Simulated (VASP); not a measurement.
**Te: single point with PBE**

Crystal: Te.

```
Te
1.0
     2.30590    1.33131    1.69095
    -2.30590    1.33131    1.69095
     0.00000   -2.66263    1.69095
Te
1
Direct
  0.50000 0.50000 0.50000
```

This isn't the form of Te at room conditions, which is trigonal, of chains.

```json
{"Program": "VASP 6.6.1", "Task": "single point", "Functional": "PBE", "Potentials or basis": "VASP PAW PBE potentials, release 64 (Te)", "Cutoff": "520 eV", "k mesh": "9 × 9 × 9", "Occupations": "gaussian, width 0.02 eV", "Spin": "no spin polarisation", "Further INCAR settings": "ALGO = Fast; EDIFF = 1e-06; NBANDS = 9"}
```

```json
{"Pressure": "2.6 GPa", "Band gap on the k mesh": "none (metal or under the smearing width)"}
```

Stress tensor (GPa, compression positive):
```
2.69 0.00 0.00
0.00 2.69 0.00
0.00 0.00 2.46
```

Levels at points of the mesh, in eV from the Fermi level:
```
           k point  band 1  band 2  band 3  band 4  band 5  band 6  band 7  band 8
(0.00, 0.00, 0.00)  -13.98    0.95    1.43    1.43    6.05    6.05    6.71   16.89
```

Wall time 10 s on 1 thread of AMD EPYC 9R45 (Zen 5), on a shared host, peak memory 0.11 GiB.

Spin-orbit coupling is left out, which matters for the levels of Te.
